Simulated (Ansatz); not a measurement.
Runs of Ansatz 0.2.0 on Ir. The structure is cubic, space group Fm-3m (No. 225). The conventional cell has a = 3.831 Å, b = 3.831 Å, c = 3.831 Å, α = 90.00°, β = 90.00°, γ = 90.00°. Ir (site symmetry m-3m) has 12 Ir at 2.71 Å as nearest neighbours. 

```csv
task,level,cell,k mesh,cutoff (eV),smearing,basis error allowed,mesh quality,gap on the mesh (eV),pressure (GPa),relaxed volume (Å³/atom)
single point,PBE,as given,12 × 12 × 12,284,gaussian 0.02 eV,0.001 eV/atom,not flagged,none,11.0,-
relaxation of cell and atoms,RPBE,relaxed,12 × 12 × 12,-,fermi-dirac 0.05 eV,0.001 eV/atom,not flagged,-,0.0,14.65
single point,PBE,as given,12 × 12 × 12,284,gaussian 0.017 eV,0.001 eV/atom,not flagged,none,11.0,-
relaxation of cell and atoms,PBEsol+D3(BJ),relaxed,12 × 12 × 12,-,fermi-dirac 0.05 eV,0.001 eV/atom,not flagged,-,0.0,13.74
single point,PBE,as given,6 × 6 × 6,263,fermi-dirac 0.03 eV,0.002 eV/atom,coarse,none,(a),-
single point,PBE,as given,12 × 12 × 12,284,gaussian 0.015 eV,0.001 eV/atom,not flagged,none,11.0,-
```

Alike in all rows: potentials or basis all-electron LAPW, scalar-relativistic; no spin polarisation.

Task: Estimate the missing entries.

Result: (a) 12.3.

Caveats: some runs use coarse meshes; the k mesh is thin for a metal, which can move the energy by tens of meV per atom (some runs).

A k mesh can miss the band edges, and the runs leave out spin-orbit coupling on Ir.

A gap of «none» marks a metal or a gap under the smearing width.
